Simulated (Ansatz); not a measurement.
Nb: the change of energy above lowest point and pressure with volume per atom

All results are calculated (Ansatz 0.2.0 development build). Equation of state of a cubic crystal from periodic Kohn-Sham density functional theory without spin; pressure corrected for the finite basis.

Cell of the first row (space group Fm-3m, No. 225):
```
Nb
1.0
      0.0000     2.0660     2.0660
      2.0660     0.0000     2.0660
      2.0660     2.0660     0.0000
Nb
1
Direct
  0.00000 0.00000 0.00000
```

Settings of every row: formula Nb; structure type fcc; functional PBE; spin treatment none; k mesh 44x44x44; occupation method fermi-dirac; occupation width 0.061225619 eV; wave cutoff 420 eV; datasets soft-1 PAW; density cutoff ratio 4.

Limits: a cubic model structure, not a phase known at ambient conditions.

| row | volume per atom (Å³) | energy above lowest point (meV/atom) | pressure (GPa) |
| --- | --- | --- | --- |
| 1 | 17.638 | 38.02 | 11.333 |
| 2 | 18.013 | ? | ? |
| 3 | 18.388 | 3.98 | 3.44 |
| 4 | 18.764 | 0 | 0.009 |
| 5 | 19.139 | 3.69 | -3.116 |
| 6 | 19.514 | 14.38 | -5.959 |
| 7 | 19.89 | 31.42 | -8.552 |

Question: what energy above lowest point and pressure should row 2 give?

Worked fit of energy above lowest point. Take u = (V_r/V)^(2/3) − 1 with V_r = 18.951 Å³ an atom, which is twice the finite (Eulerian) strain; such expansions in the strain, on which the Birch-Murnaghan equation of state is built, carry the rest volume and the bulk modulus. The shown rows have u = 0.04903, 0.02031, 0.00663, -0.00656, -0.01933, -0.03173. Least squares give energy above lowest point = 0.934 − 281.93 × u + 21312.2 × u² − 2743 × u³ meV/atom; a parabola predicts inner rows, each left out in turn, worse (root mean square 0.058 against 0.018 meV/atom). The rows lie off it by 0.00, 0.00, 0.00, -0.01, 0.01, 0.00. Its lowest point lies at u = 0.0066, or V = 18.76 Å³ an atom, and the curvature there gives the bulk modulus at fixed shape and fractions, B = (4/9)(1 + u)² E″(u)/V = 163 GPa. The withheld row has u = 0.03442, so the fit gives 0.934 − 281.93 × (0.03442) + 21312.2 × (0.03442)² − 2743 × (0.03442)³ = 16.37 meV/atom.

The calculation gave 16.38 meV/atom. The fit lies 0.01 meV/atom (0.026 % of the column's range) below it, one unit of the last digit.

Worked fit of pressure. Take u = (V_r/V)^(2/3) − 1 with V_r = 18.951 Å³ an atom, which is twice the finite (Eulerian) strain; such expansions in the strain, on which the Birch-Murnaghan equation of state is built, carry the rest volume and the bulk modulus. The shown rows have u = 0.04903, 0.02031, 0.00663, -0.00656, -0.01933, -0.03173. Least squares give pressure = −1.5878 + 236.744 × u + 545.73 × u² GPa; a straight line predicts inner rows, each left out in turn, worse (root mean square 0.37 against 0.0052 GPa). The rows lie off it by 0.001, -0.006, 0.003, 0.001, 0.001, -0.002 (root mean square 0.0029 GPa). The pressure vanishes at u = 0.0066, or V = 18.76 Å³ an atom, and there the bulk modulus at fixed shape and fractions is B = −V dP/dV = (2/3)(1 + u) dP/du = 164 GPa. The withheld row has u = 0.03442, so the fit gives −1.5878 + 236.744 × (0.03442) + 545.73 × (0.03442)² = 7.207 GPa.

The calculation gave 7.204 GPa. The fit lies 0.003 GPa (0.015 % of the column's range) above it; its largest miss of a shown row is 0.006 GPa.
